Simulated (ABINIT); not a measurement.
# BaTiO3 (P4mm) in ABINIT: single point with PBE

Aim: the single point of BaTiO3 with PBE.

All numbers are computed with ABINIT 10.8.3 (patched build); they aren't measurements. Logs are shortened: lines on timing, memory, paths and dates and some standing lists are left out, and cuts for length are marked. The log counts tension as positive stress, the text compression.

### Step 1. The structure

It takes space group P4mm (No. 99, tetragonal). The conventional cell has a = 4.000 Å, b = 4.000 Å, c = 4.018 Å, α = 90.00°, β = 90.00°, γ = 90.00°. Ba (site symmetry 4mm) has 12 O at 2.79 to 2.88 Å as nearest neighbours. Ti (site symmetry 4mm) has 6 O at 1.89 to 2.13 Å as nearest neighbours. O (site symmetry 2mm) has 2 Ti at 2.00 Å as nearest neighbours. O (site symmetry 4mm) has 2 Ti at 1.89 to 2.13 Å as nearest neighbours.

### Step 2. Single point, PBE

The input, run.abi:

```
# Pseudopotentials
pp_dirpath "./"
pseudos "Ba.upf, Ti.upf, O.upf"

# Structure
acell 7.5585265533 7.5585265533 7.5929195687
rprim
     1.0000000000     0.0000000000     0.0000000000
     0.0000000000     1.0000000000     0.0000000000
     0.0000000000     0.0000000000     1.0000000000
ntypat 3
znucl 56 22 8
natom 5
typat 1 2 3 3 3
xcart
     0.0000000000     0.0000000000     0.0000000000
     1.9999000000     1.9999000000     1.9688200000
     0.0000000000     1.9999000000     2.0773060000
     1.9999000000     0.0000000000     2.0773060000
     1.9999000000     1.9999000000     0.0763420000 Angstrom

# Plane-wave basis
ecut 42.0

# k points
kptopt 1
ngkpt 5 5 5
nshiftk 1
shiftk 0.0 0.0 0.0

# Exchange and correlation
ixc 11

# Bands and occupations
nband 24
occopt 3
tsmear 0.00183747

# SCF cycle
nstep 100
tolvrs 1.0e-10

# Output
iomode 3
prtwf 0
prtden 0
prteig 0
prtebands 0
enunit 2
prtvol 2
```

Potentials or basis: PseudoDojo NC SR PBE v0.5 stringent.

Launch:

```bash
$ mpirun --bind-to none -np 4 abinit run.abi > log 2>&1
```

run.abo:

```text
.Version 10.8.3 of ABINIT
 Symmetries : space group P4 m m (# 99); Bravais tP (primitive tetrag.)
================================================================================
 Values of the parameters that define the memory need of the present run
     intxc =       0    ionmov =       0      iscf =       7    lmnmax =       8
     lnmax =       8     mgfft =      48  mpssoang =       4    mqgrid =    3001
     natom =       5  nloc_mem =       1    nspden =       1   nspinor =       1
    nsppol =       1      nsym =       8    n1xccc =    2501    ntypat =       3
    occopt =       3   xclevel =       2
       mpw =        5670          nfft =      110592          nkpt =          18
================================================================================
================================================================================

--------------------------------------------------------------------------------
------------- Echo of variables that govern the present computation ------------
--------------------------------------------------------------------------------
 -outvars: echo values of preprocessed input variables --------
            acell      7.5585265533E+00  7.5585265533E+00  7.5929195687E+00 Bohr
              amu      1.37327000E+02  4.78800000E+01  1.59994000E+01
             ecut      4.20000000E+01 Hartree
           enunit           2
              ixc          11
         kptrlatt        5    0    0      0    5    0      0    0    5
          kptrlen      3.77926328E+01
            natom           5
            nband          24
            ngfft          48      48      48
             nkpt          18
            nstep         100
             nsym           8
           ntypat           3
           occopt           3
           prtden           0
        prtebands           0
           prteig           0
           prtvol           2
            prtwf           0
          spgroup          99
           tolvrs      1.00000000E-10
           tsmear      1.83747000E-03 Hartree
            typat      1  2  3  3  3
           xangst      0.0000000000E+00  0.0000000000E+00  0.0000000000E+00
                       1.9998999986E+00  1.9998999986E+00  1.9688200000E+00
                       0.0000000000E+00  1.9998999986E+00  2.0773060000E+00
                       1.9998999986E+00  0.0000000000E+00  2.0773060000E+00
                       1.9998999986E+00  1.9998999986E+00  7.6342000000E-02
            xcart      0.0000000000E+00  0.0000000000E+00  0.0000000000E+00
                       3.7792632767E+00  3.7792632767E+00  3.7205305912E+00
                       0.0000000000E+00  3.7792632767E+00  3.9255394197E+00
                       3.7792632767E+00  0.0000000000E+00  3.9255394197E+00
                       3.7792632767E+00  3.7792632767E+00  1.4426547190E-01
             xred      0.0000000000E+00  0.0000000000E+00  0.0000000000E+00
                       5.0000000000E-01  5.0000000000E-01  4.9000000034E-01
                       0.0000000000E+00  5.0000000000E-01  5.1700000035E-01
                       5.0000000000E-01  0.0000000000E+00  5.1700000035E-01
                       5.0000000000E-01  5.0000000000E-01  1.9000000013E-02
            znucl       56.00000   22.00000    8.00000

================================================================================

 chkinp: Checking input parameters for consistency.

================================================================================
== DATASET  1 ==================================================================

--- !DatasetInfo
iteration_state: {dtset: 1, }
dimensions: {natom: 5, nkpt: 18, mband: 24, nsppol: 1, nspinor: 1, nspden: 1, mpw: 5670, }
cutoff_energies: {ecut:  42.0, pawecutdg:  -1.0, }
electrons: {nelect:   4.00000000E+01, charge:   0.00000000E+00, occopt:   3.00000000E+00, tsmear:   1.83747000E-03, }
meta: {optdriver: 0, ionmov: 0, optcell: 0, iscf: 7, paral_kgb: 0, }
...

 Exchange-correlation functional for the present dataset will be:
  GGA: Perdew-Burke-Ernzerhof functional - ixc=11
  J.P.Perdew, K.Burke, M.Ernzerhof, PRL 77, 3865 (1996)

 Real(R)+Recip(G) space primitive vectors, cartesian coordinates (Bohr,Bohr^-1):
 R(1)=  7.5585266  0.0000000  0.0000000  G(1)=  0.1323009  0.0000000  0.0000000
 R(2)=  0.0000000  7.5585266  0.0000000  G(2)=  0.0000000  0.1323009  0.0000000
 R(3)=  0.0000000  0.0000000  7.5929196  G(3)=  0.0000000  0.0000000  0.1317016
[... 197 lines left out ...]
    2     -0.00000000000000    -0.00000000000000    -0.00305277009529
    3     -0.00000000000000    -0.00000000000000    -0.00190262584295
    4     -0.00000000000000    -0.00000000000000    -0.00190262584295
    5     -0.00000000000000    -0.00000000000000     0.00611942829740
 frms,max,avg= 1.9070448E-03 6.1194283E-03   0.000E+00  0.000E+00  7.244E-06 h/b

 cartesian forces (eV/Angstrom) at end:
    1     -0.00000000000000    -0.00000000000000     0.03798000398686
    2     -0.00000000000000    -0.00000000000000    -0.15697974993624
    3     -0.00000000000000    -0.00000000000000    -0.09783695454471
    4     -0.00000000000000    -0.00000000000000    -0.09783695454471
    5     -0.00000000000000    -0.00000000000000     0.31467365503880
 frms,max,avg= 9.8064187E-02 3.1467366E-01   0.000E+00  0.000E+00  3.725E-04 e/A
 length scales=  7.558526553300  7.558526553300  7.592919568700 bohr
              =  3.999799997298  3.999799997298  4.017999997250 angstroms
 Fermi (or HOMO) energy (hartree) =   0.28366   Average Vxc (hartree)=  -0.42012
 Eigenvalues (hartree) for nkpt=  18  k points:
 kpt#   1, nband= 24, wtk=  0.00800, kpt=  0.0000  0.0000  0.0000 (reduced coord)
  -1.82692   -0.95457   -0.95349   -0.95349   -0.65731   -0.36829   -0.34463   -0.34255
  -0.11268   -0.11268   -0.11262    0.16551    0.16595    0.16595    0.20482    0.20482
   0.20808    0.24034    0.24086    0.24086    0.31828    0.32602    0.32602    0.40028
      occupation numbers for kpt#   1
   2.00000    2.00000    2.00000    2.00000    2.00000    2.00000    2.00000    2.00000
   2.00000    2.00000    2.00000    2.00000    2.00000    2.00000    2.00000    2.00000
   2.00000    2.00000    2.00000    2.00000    0.00000    0.00000    0.00000    0.00000
 kpt#   2, nband= 24, wtk=  0.03200, kpt=  0.2000  0.0000  0.0000 (reduced coord)
  -1.82691   -0.95455   -0.95416   -0.95347   -0.65581   -0.36988   -0.34381   -0.34092
  -0.11057   -0.11056   -0.10748    0.14400    0.16181    0.16186    0.19078    0.19382
   0.19884    0.21479    0.23051    0.23399    0.32724    0.34321    0.34446    0.40275
      occupation numbers for kpt#   2
   2.00000    2.00000    2.00000    2.00000    2.00000    2.00000    2.00000    2.00000
   2.00000    2.00000    2.00000    2.00000    2.00000    2.00000    2.00000    2.00000
   2.00000    2.00000    2.00000    2.00000    0.00000    0.00000    0.00000    0.00000
 kpt#   3, nband= 24, wtk=  0.03200, kpt=  0.4000  0.0000  0.0000 (reduced coord)
[... 112 lines left out ...]
  -1.82685   -0.95610   -0.95509   -0.95401   -0.64985   -0.35274   -0.34098   -0.33784
  -0.12241   -0.12154   -0.10902    0.09945    0.11544    0.12682    0.14793    0.15990
   0.16720    0.22035    0.22614    0.24128    0.38394    0.38535    0.39448    0.46684
      occupation numbers for kpt#  17
   2.00000    2.00000    2.00000    2.00000    2.00000    2.00000    2.00000    2.00000
   2.00000    2.00000    2.00000    2.00000    2.00000    2.00000    2.00000    2.00000
   2.00000    2.00000    2.00000    2.00000    0.00000    0.00000    0.00000    0.00000
 kpt#  18, nband= 24, wtk=  0.06400, kpt=  0.4000  0.4000  0.4000 (reduced coord)
  -1.82683   -0.95605   -0.95504   -0.95504   -0.64841   -0.34247   -0.33714   -0.33555
  -0.13424   -0.13385   -0.12658    0.09460    0.11612    0.11683    0.15076    0.16210
   0.16266    0.23856    0.23980    0.24447    0.39869    0.39917    0.39973    0.50271
      occupation numbers for kpt#  18
   2.00000    2.00000    2.00000    2.00000    2.00000    2.00000    2.00000    2.00000
   2.00000    2.00000    2.00000    2.00000    2.00000    2.00000    2.00000    2.00000
   2.00000    2.00000    2.00000    2.00000    0.00000    0.00000    0.00000    0.00000
 Fermi (or HOMO) energy (eV) =   7.71869   Average Vxc (eV)= -11.43196
 Eigenvalues (   eV  ) for nkpt=  18  k points:
 kpt#   1, nband= 24, wtk=  0.00800, kpt=  0.0000  0.0000  0.0000 (reduced coord)
 -49.71310  -25.97530  -25.94584  -25.94584  -17.88639  -10.02170   -9.37792   -9.32113
  -3.06628   -3.06628   -3.06466    4.50387    4.51575    4.51575    5.57354    5.57354
   5.66210    6.54009    6.55405    6.55405    8.66085    8.87141    8.87141   10.89218
 kpt#   2, nband= 24, wtk=  0.03200, kpt=  0.2000  0.0000  0.0000 (reduced coord)
 -49.71275  -25.97462  -25.96395  -25.94514  -17.84548  -10.06497   -9.35563   -9.27692
  -3.00875   -3.00840   -2.92455    3.91836    4.40310    4.40454    5.19151    5.27404
   5.41081    5.84484    6.27255    6.36729    8.90461    9.33917    9.37318   10.95933
 kpt#   3, nband= 24, wtk=  0.03200, kpt=  0.4000  0.0000  0.0000 (reduced coord)
 -49.71219  -25.99310  -25.97342  -25.94401  -17.77757  -10.22573   -9.33293   -9.07478
  -2.91354   -2.91022   -2.70033    3.00824    4.10675    4.13524    4.78171    5.00148
   5.02560    5.17388    5.95034    6.05212    8.97046   10.22043   10.24432   10.93549
 kpt#   4, nband= 24, wtk=  0.03200, kpt=  0.2000  0.2000  0.0000 (reduced coord)
 -49.71240  -25.97395  -25.96342  -25.96277  -17.80943  -10.02702   -9.30625   -9.30364
  -3.08041   -2.95044   -2.80357    3.63686    4.05259    4.36343    4.59938    4.96939
   5.28221    5.69362    6.15068    6.32101    9.30317    9.47535    9.65682   11.35705
 kpt#   5, nband= 24, wtk=  0.06400, kpt=  0.4000  0.2000  0.0000 (reduced coord)
[... 40 lines left out ...]
 -49.71135  -26.01769  -25.99029  -25.94234  -17.70728   -9.77030   -9.33060   -9.23110
  -3.09761   -3.00280   -2.73121    2.70711    2.97028    3.20203    4.10923    4.26884
   5.24685    5.70378    5.91646    6.57931   10.24690   10.31749   10.65565   11.67648
 kpt#  16, nband= 24, wtk=  0.06400, kpt=  0.2000  0.2000  0.4000 (reduced coord)
 -49.71156  -26.01849  -25.96125  -25.96088  -17.72699   -9.86789   -9.25651   -9.23296
  -3.22016   -3.06743   -2.73771    2.85310    3.48069    3.93114    4.03472    4.44736
   4.91909    5.87722    6.03130    6.05805    9.79989   10.36577   10.40757   12.25467
 kpt#  17, nband= 24, wtk=  0.12800, kpt=  0.4000  0.2000  0.4000 (reduced coord)
 -49.71101  -26.01682  -25.98942  -25.95987  -17.68341   -9.59846   -9.27860   -9.19298
  -3.33097   -3.30726   -2.96669    2.70623    3.14134    3.45107    4.02527    4.35120
   4.54964    5.99611    6.15346    6.56556   10.44762   10.48590   10.73436   12.70329
 kpt#  18, nband= 24, wtk=  0.06400, kpt=  0.4000  0.4000  0.4000 (reduced coord)
 -49.71046  -26.01540  -25.98809  -25.98796  -17.64420   -9.31913   -9.17408   -9.13090
  -3.65291   -3.64225   -3.44428    2.57407    3.15976    3.17913    4.10250    4.41103
   4.42630    6.49155    6.52537    6.65249   10.84903   10.86208   10.87717   13.67954
 Total charge density [el/Bohr^3]
)     Maximum=    1.3456E+00  at reduced coord.    0.5000    0.5833    0.4792
)Next maximum=    1.3456E+00  at reduced coord.    0.5833    0.5000    0.4792
)     Minimum=    2.0378E-04  at reduced coord.    0.0000    0.0000    0.0000
)Next minimum=    8.2549E-04  at reduced coord.    0.0208    0.0000    0.0000
   Integrated=    4.0000E+01

--- !EnergyTerms
iteration_state     : {dtset: 1, }
comment             : Components of total free energy in Hartree
kinetic             :  6.32341738645866E+01
hartree             :  2.98846490077837E+01
xc                  : -2.80540280107116E+01
Ewald energy        : -1.03499980230102E+02
psp_core            :  5.19715367369358E+00
local_psp           : -1.00950719317886E+02
non_local_psp       : -3.24024405235382E+00
internal            : -1.37428995064990E+02
'-kT*entropy'       : -1.75936366987108E-11
total_energy        : -1.37428995065007E+02
total_energy_eV     : -3.73963346611093E+03
band_energy         : -1.03248516701787E+01
...

 Cartesian components of stress tensor (hartree/bohr^3)
  sigma(1 1)= -5.63748033E-05  sigma(3 2)=  0.00000000E+00
  sigma(2 2)= -5.63748033E-05  sigma(3 1)=  0.00000000E+00
  sigma(3 3)= -8.67114618E-05  sigma(2 1)=  0.00000000E+00

-Cartesian components of stress tensor (GPa)         [Pressure=  1.9561E+00 GPa]
- sigma(1 1)= -1.65860398E+00  sigma(3 2)=  0.00000000E+00
- sigma(2 2)= -1.65860398E+00  sigma(3 1)=  0.00000000E+00
- sigma(3 3)= -2.55113928E+00  sigma(2 1)=  0.00000000E+00

== END DATASET(S) ==============================================================
================================================================================

 -outvars: echo values of variables after computation  --------
            acell      7.5585265533E+00  7.5585265533E+00  7.5929195687E+00 Bohr
           etotal     -1.3742899507E+02
            fcart     -0.0000000000E+00 -0.0000000000E+00  7.3859348379E-04
                      -0.0000000000E+00 -0.0000000000E+00 -3.0527700953E-03
                      -0.0000000000E+00 -0.0000000000E+00 -1.9026258429E-03
                      -0.0000000000E+00 -0.0000000000E+00 -1.9026258429E-03
                      -0.0000000000E+00 -0.0000000000E+00  6.1194282974E-03
           strten     -5.6374803295E-05 -5.6374803295E-05 -8.6711461765E-05
                       0.0000000000E+00  0.0000000000E+00  0.0000000000E+00
           xangst      0.0000000000E+00  0.0000000000E+00  0.0000000000E+00
                       1.9998999986E+00  1.9998999986E+00  1.9688200000E+00
                       0.0000000000E+00  1.9998999986E+00  2.0773060000E+00
                       1.9998999986E+00  0.0000000000E+00  2.0773060000E+00
                       1.9998999986E+00  1.9998999986E+00  7.6342000000E-02
             xred      0.0000000000E+00  0.0000000000E+00  0.0000000000E+00
                       5.0000000000E-01  5.0000000000E-01  4.9000000034E-01
                       0.0000000000E+00  5.0000000000E-01  5.1700000035E-01
                       5.0000000000E-01  0.0000000000E+00  5.1700000035E-01
                       5.0000000000E-01  5.0000000000E-01  1.9000000013E-02
 Calculation completed.
```

It took 51 s on 4 MPI ranks of Arm Neoverse V1, shared host; peak memory 0.36 GiB.

What came out:

```
Free energy                                           : -3739.6335 eV
Pressure                                              : 2.0 GPa
Largest force                                         : 0.315 eV/Å
Band gap on the k mesh                                : 2.01 eV, indirect (least direct gap 2.11 eV)
Valence electrons inside the program's atomic spheres : Ba 5.26; Ti 9.40; O 6.21, 6.22
```

Forces in eV/Å, atoms in the order of the input:
```
Ba   0.000  0.000  0.038
Ti   0.000  0.000 -0.157
O    0.000  0.000 -0.098
O    0.000  0.000 -0.098
O    0.000  0.000  0.315
```

Stress tensor (GPa, compression positive):
```
1.66 0.00 0.00
0.00 1.66 0.00
0.00 0.00 2.55
```

Caveat: spin-orbit coupling is left out, which moves the levels of the heavy elements; an odd mesh through Γ misses points on the zone boundary, where band edges often lie.
